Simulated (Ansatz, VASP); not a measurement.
## ZnS: VASP beside Ansatz

```
Zn S
1.0
     0.00000    2.64721    2.75025
     2.64721    0.00000    2.75025
     2.64721    2.64721    0.00000
Zn S
1 1
Direct
  0.00000 0.00000 0.00000
  0.25000 0.25000 0.25000
```

Change from the starting cell: epitaxial_xy strain -1.7%.

Alike in both runs: task single point; functional PBE; k mesh 8 × 8 × 8; occupations fermi-dirac, width 0.02 eV; no spin polarisation.

```csv
,VASP,Ansatz
version,VASP 6.6.1,Ansatz 0.2.0
potentials or method,"VASP PAW PBE potentials, release 64 (Zn, S)","plane waves, PAW"
plane-wave cutoff (eV),520,420
valence electrons in the cell,18,18
```

|  | VASP | Ansatz | Ansatz less VASP |
| --- | --- | --- | --- |
| gap on the k mesh at the Fermi level (eV) | 2.16 | 2.16 | -0.007 |
| pressure (GPa) | 3.6 | 3.4 | -0.18 |
| largest component of the traceless stress (GPa) | 1.08 | 1.09 | +0.010 |

With one functional, cell and mesh, what is left measures potentials, basis and numerics.
